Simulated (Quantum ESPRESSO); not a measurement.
A run of Quantum ESPRESSO 7.5 is set up as follows.

Contents of pw.in:

```
&CONTROL
  calculation = 'scf'
  prefix = 'pwscf'
  outdir = './tmp'
  pseudo_dir = './pseudo'
  tprnfor = .true.
  tstress = .true.
  disk_io = 'nowf'
/
&SYSTEM
  ibrav = 0
  A = 3.28804653
  nat = 2
  ntyp = 2
  ecutwfc = 60
  ecutrho = 440
  nbnd = 17
  occupations = 'smearing'
  smearing = 'fd'
  degauss = 0.00367493
/
&ELECTRONS
  conv_thr = 4d-10
  electron_maxstep = 120
  mixing_beta = 0.3
/
ATOMIC_SPECIES
Hf   178.4900 Hf-sp.oncvpsp.upf
C     12.0110 C.pbe-n-kjpaw_psl.1.0.0.UPF
CELL_PARAMETERS alat
   0.0000000000    0.7071067817    0.7071067817
   0.7071067817    0.0000000000    0.7071067817
   0.7071067817    0.7071067817    0.0000000000
ATOMIC_POSITIONS alat
Hf     0.7071067817    0.7071067817    0.7071067817
C      0.0000000000    0.0000000000    0.0000000000
K_POINTS automatic
10 10 10 0 0 0
HUBBARD {ortho-atomic}
U Hf-5d 1.0
```

Potentials or basis: SSSP 1.3 efficiency PBE.

The run is started by

```bash
$ OMP_NUM_THREADS=1 pw.x -in pw.in > pw.out
```

(1) Predict the band gap on the k mesh.

(2) What does it give for the pressure?

Answers

(1) none (metal or under the smearing width).

(2) 2.0 GPa.

Caveat: U without spin polarisation on a metal has little footing; the U is typed as a test and isn't derived for this compound.
